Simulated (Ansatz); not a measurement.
# An O vacancy in corundum Al2O3, 119 atoms, charge +2

Wanted: geometry, formation energy and gap levels of the defect, compared across PBEsol and HSE06.

All numbers are computed with Ansatz 0.2.0 (PAW, plane waves).

### 1 The system as built

119 atoms (48 Al, 71 O); a = 9.548 Å, b = 9.548 Å, c = 13.014 Å, α = 90.00°, β = 90.00°, γ = 120.00°. All atoms were shaken off their sites by about 0.02 Å along each axis; atoms next to an added one may be pushed further to make room. Defect site 1: (0.680, 0.514, 0.583).

Plan of the steps: (2) PBEsol relaxation at the single k point (¼, ¼, ¼), on 1 × NVIDIA GB200 with 8 threads of Arm Neoverse-V2; (3) HSE06 single point at the single k point (¼, ¼, ¼), on 1 × NVIDIA GB200 with 8 threads of Arm Neoverse-V2.

### 2 Relaxation of the positions (PBEsol)

The input, in.yaml:

```yaml
crystal:
  lattice:
    - [9.547862, 0.000000, 0.000000]
    - [-4.773931, 8.268691, 0.000000]
    - [0.000000, 0.000000, 13.013576]
  atoms:
    - { symbol: Al, position: [0.333816, 0.166095, 0.183205] }
    - { symbol: Al, position: [0.336122, 0.670881, 0.188152] }
    - { symbol: Al, position: [0.832835, 0.169935, 0.184905] }
    - { symbol: Al, position: [0.833496, 0.666686, 0.184519] }
    - { symbol: Al, position: [0.169004, 0.334323, 0.020558] }
    - { symbol: Al, position: [0.169903, 0.831165, 0.017702] }
    - { symbol: Al, position: [0.667872, 0.335009, 0.021328] }
    - { symbol: Al, position: [0.666130, 0.831854, 0.018691] }
    - { symbol: Al, position: [0.171481, 0.334038, 0.314651] }
    - { symbol: Al, position: [0.165335, 0.836126, 0.315052] }
    - { symbol: Al, position: [0.667618, 0.335542, 0.310440] }
    - { symbol: Al, position: [0.663454, 0.832480, 0.313806] }
    - { symbol: Al, position: [0.164961, 0.332469, 0.519088] }
    - { symbol: Al, position: [0.165440, 0.834214, 0.518604] }
    - { symbol: Al, position: [0.660177, 0.332520, 0.520397] }
    - { symbol: Al, position: [0.665974, 0.833593, 0.519496] }
    - { symbol: Al, position: [0.002996, 0.004478, 0.354260] }
    - { symbol: Al, position: [0.000677, 0.502777, 0.353243] }
    - { symbol: Al, position: [0.500686, 0.001692, 0.350238] }
    - { symbol: Al, position: [0.498900, 0.501692, 0.356256] }
    - { symbol: Al, position: [0.997898, 0.000131, 0.148939] }
    - { symbol: Al, position: [0.997631, 0.493043, 0.149244] }
    - { symbol: Al, position: [0.502158, 0.000293, 0.147134] }
    - { symbol: Al, position: [0.503205, 0.501735, 0.147864] }
    - { symbol: Al, position: [0.001731, 0.001079, 0.649623] }
    - { symbol: Al, position: [0.997071, 0.502402, 0.648525] }
    - { symbol: Al, position: [0.503416, 0.005898, 0.645690] }
    - { symbol: Al, position: [0.499942, 0.499135, 0.649843] }
    - { symbol: Al, position: [0.001482, 0.000270, 0.852816] }
    - { symbol: Al, position: [0.998853, 0.502551, 0.850709] }
    - { symbol: Al, position: [0.504986, 0.000194, 0.852777] }
    - { symbol: Al, position: [0.499828, 0.495362, 0.852007] }
    - { symbol: Al, position: [0.334550, 0.163322, 0.682820] }
    - { symbol: Al, position: [0.333456, 0.668018, 0.686307] }
    - { symbol: Al, position: [0.834594, 0.168834, 0.685682] }
    - { symbol: Al, position: [0.835335, 0.667095, 0.686313] }
    - { symbol: Al, position: [0.331236, 0.167644, 0.480065] }
    - { symbol: Al, position: [0.335091, 0.665391, 0.482050] }
    - { symbol: Al, position: [0.840177, 0.171387, 0.479941] }
    - { symbol: Al, position: [0.833691, 0.671208, 0.483411] }
    - { symbol: Al, position: [0.328091, 0.164668, 0.981428] }
    - { symbol: Al, position: [0.334824, 0.666020, 0.980228] }
    - { symbol: Al, position: [0.836291, 0.171826, 0.981247] }
    - { symbol: Al, position: [0.832273, 0.666328, 0.979995] }
    - { symbol: Al, position: [0.164886, 0.334075, 0.817384] }
    - { symbol: Al, position: [0.165914, 0.833176, 0.814862] }
    - { symbol: Al, position: [0.668701, 0.329707, 0.811466] }
    - { symbol: Al, position: [0.663846, 0.830429, 0.814655] }
    - { symbol: O, position: [0.156089, 0.000890, 0.251271] }
    - { symbol: O, position: [0.156391, 0.501350, 0.249697] }
    - { symbol: O, position: [0.653228, 0.999896, 0.252797] }
    - { symbol: O, position: [0.651827, 0.500364, 0.247909] }
    - { symbol: O, position: [0.334136, 0.011070, 0.081521] }
    - { symbol: O, position: [0.333963, 0.515077, 0.083942] }
    - { symbol: O, position: [0.835147, 0.011847, 0.081767] }
    - { symbol: O, position: [0.832782, 0.516506, 0.084525] }
    - { symbol: O, position: [0.998015, 0.154334, 0.249241] }
    - { symbol: O, position: [0.003072, 0.656376, 0.247940] }
    - { symbol: O, position: [0.499914, 0.155220, 0.247255] }
    - { symbol: O, position: [0.497353, 0.648768, 0.254161] }
    - { symbol: O, position: [0.349151, 0.348354, 0.251619] }
    - { symbol: O, position: [0.346684, 0.844708, 0.247557] }
    - { symbol: O, position: [0.850016, 0.350681, 0.249765] }
    - { symbol: O, position: [0.849858, 0.847679, 0.251942] }
    - { symbol: O, position: [0.182670, 0.167888, 0.082493] }
    - { symbol: O, position: [0.180087, 0.667874, 0.082796] }
    - { symbol: O, position: [0.681115, 0.165671, 0.082808] }
    - { symbol: O, position: [0.680041, 0.669209, 0.084135] }
    - { symbol: O, position: [0.179119, 0.015208, 0.580221] }
    - { symbol: O, position: [0.180746, 0.518583, 0.581626] }
    - { symbol: O, position: [0.679149, 0.012663, 0.578486] }
    - { symbol: O, position: [0.166900, 0.176246, 0.417535] }
    - { symbol: O, position: [0.165525, 0.676744, 0.417800] }
    - { symbol: O, position: [0.666746, 0.181951, 0.415702] }
    - { symbol: O, position: [0.667869, 0.679455, 0.415184] }
    - { symbol: O, position: [0.013389, 0.334299, 0.417204] }
    - { symbol: O, position: [0.013483, 0.834410, 0.416166] }
    - { symbol: O, position: [0.512977, 0.332572, 0.415765] }
    - { symbol: O, position: [0.514367, 0.836469, 0.418608] }
    - { symbol: O, position: [0.016447, 0.182396, 0.914917] }
    - { symbol: O, position: [0.018702, 0.682037, 0.919563] }
    - { symbol: O, position: [0.514678, 0.181154, 0.915205] }
    - { symbol: O, position: [0.512676, 0.683077, 0.916843] }
    - { symbol: O, position: [0.005749, 0.349765, 0.747942] }
    - { symbol: O, position: [0.001189, 0.846660, 0.751774] }
    - { symbol: O, position: [0.501697, 0.349003, 0.745142] }
    - { symbol: O, position: [0.496653, 0.844511, 0.749414] }
    - { symbol: O, position: [0.484656, 0.321245, 0.082324] }
    - { symbol: O, position: [0.489650, 0.820711, 0.087227] }
    - { symbol: O, position: [0.986418, 0.320157, 0.084867] }
    - { symbol: O, position: [0.986357, 0.824740, 0.082034] }
    - { symbol: O, position: [0.486736, 0.165173, 0.585294] }
    - { symbol: O, position: [0.485596, 0.666204, 0.584134] }
    - { symbol: O, position: [0.984626, 0.164114, 0.584800] }
    - { symbol: O, position: [0.988274, 0.667240, 0.585062] }
    - { symbol: O, position: [0.330467, 0.316551, 0.586408] }
    - { symbol: O, position: [0.333324, 0.818443, 0.581217] }
    - { symbol: O, position: [0.836280, 0.324239, 0.583034] }
    - { symbol: O, position: [0.830068, 0.816582, 0.584501] }
    - { symbol: O, position: [0.318149, 0.479932, 0.414992] }
    - { symbol: O, position: [0.318474, 0.985829, 0.416084] }
    - { symbol: O, position: [0.820825, 0.486362, 0.415055] }
    - { symbol: O, position: [0.817661, 0.984595, 0.416927] }
    - { symbol: O, position: [0.319907, 0.328087, 0.919489] }
    - { symbol: O, position: [0.320775, 0.834265, 0.919531] }
    - { symbol: O, position: [0.818066, 0.332092, 0.918556] }
    - { symbol: O, position: [0.823484, 0.840230, 0.917360] }
    - { symbol: O, position: [0.347286, 0.000632, 0.750257] }
    - { symbol: O, position: [0.351279, 0.499104, 0.748224] }
    - { symbol: O, position: [0.848090, 0.998737, 0.749976] }
    - { symbol: O, position: [0.849383, 0.497417, 0.750673] }
    - { symbol: O, position: [0.153706, 0.155274, 0.747340] }
    - { symbol: O, position: [0.153886, 0.649924, 0.749658] }
    - { symbol: O, position: [0.649165, 0.148457, 0.749405] }
    - { symbol: O, position: [0.652371, 0.652117, 0.750396] }
    - { symbol: O, position: [0.164405, 0.484330, 0.918354] }
    - { symbol: O, position: [0.163075, 0.986000, 0.917264] }
    - { symbol: O, position: [0.666138, 0.489580, 0.915865] }
    - { symbol: O, position: [0.666716, 0.985086, 0.916973] }
  symmetry: { detect: false }
kpoints:
  mp_grid: { grid: [1, 1, 1], shift: [0.25, 0.25, 0.25] }
hamiltonian:
  xc: pbesol
total_charge: 2
scf:
  occupations: { method: fermi_dirac, width: 0.01 }
relax:
  f_tol: 0.03
  max_steps: 80
  escape_saddle: false
  adjacent_minimum: "off"
output:
  forces: true
  eigenvalues: true
  populations: true
  charged_corrections: { epsilon: 10 }
```

On the command line:

```sh
ansatz run in.yaml --threads 8 --pin off --max-ram 118750MiB --runs-dir r --events-out ev --progress --plain --backend cuda --devices 0, --max-vram 170GiB
```

Further steps of the session: HSE06 on the final geometry.

What does the calculation give? Wanted: for each run, formation energy; host gap; top filled to lowest empty.

As calculated:

| level | time | formation energy (eV) | host gap (eV) | top filled to lowest empty (eV) |
| --- | --- | --- | --- | --- |
| PBEsol, relaxation | 4.8 s (GPU) | 1.70 | 6.03 | 3.68 |
| HSE06 | 21 s (GPU) | -0.47 | 8.00 | 5.32 |

```
     quantity                             value
   relaxation  5 recorded steps, 4.82 eV gained
largest shift                     0.32 Å (Al15)
```

**Reading.** The relaxation lowers the energy by 4.82 eV; the largest shift is 0.32 Å (Al15). The formation energy at E_F = VBM goes from 1.70 eV (PBEsol) to -0.47 eV (HSE06), as the host gap goes from 6.03 to 8.00 eV. The reservoirs are the elements' reference phases; where the defect changes the composition, the value depends on that choice. HSE06 puts 1 localised level over 0.1 eV inside the gap, at 5.33 (empty) eV, the tightest of them shared by about 11 atoms. The host's edges were read at Γ, so band-like levels at this k point need not coincide with them. One k point and a cell of this size can leave errors of several tenths of an eV. The dielectric constant of 10 in the correction is an assumed value.
